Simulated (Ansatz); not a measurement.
Crystal: I.

```xyz
4
Lattice="3.6350 -2.3950 0.0000 3.6350 2.3950 0.0000 0.0000 0.0000 9.7934" Properties=species:S:1:pos:R:3 pbc="T T T"
I     3.6350   -0.7152    3.7646
I     3.6350    1.6799    1.1321
I     3.6350    0.7152    6.0288
I     3.6350   -1.6799    8.6613
```

Base run:

* Program: Ansatz 0.2.0
* Functional: PBE
* Potentials or basis: Ansatz PAW
* Cutoff: 420 eV (not typed: the program's choice for these potentials)
* k mesh: 5 × 5 × 3
* Occupations: fermi-dirac, width 0.05 eV
* Spin: spin-orbit coupling, no magnetisation

Its results: band gap on the k mesh 1.11 eV, indirect (least direct gap 1.28 eV); pressure 2.1 GPa; largest force 1.001 eV/Å.

**Question.** After a change of settings the same cell gave: band gap on the k mesh 1.01 eV, indirect (least direct gap 1.17 eV); pressure -0.6 GPa; largest force 0.878 eV/Å. Which change was it?
A. functional from PBE to LDA
B. k mesh from 5 × 5 × 3 to 7 × 7 × 3; spin from spin-orbit coupling, no magnetisation to no spin polarisation; potential files from those of the base run to others of the same set
C. functional from PBE to PBEsol

**Answer.** A.

LDA binds more tightly than PBE, so the same cell stands under less pressure.

Caveats: the k mesh misses the band edges, so the gap on the mesh is wider than the one along the path; forces of over 1 eV/Å show positions far from the minimum, so gaps and moduli don't describe the material at rest (some runs); the PAW data sets come from PBE, with cores solved anew for the run's functional, which leaves a small shift of forces and pressure (some runs).
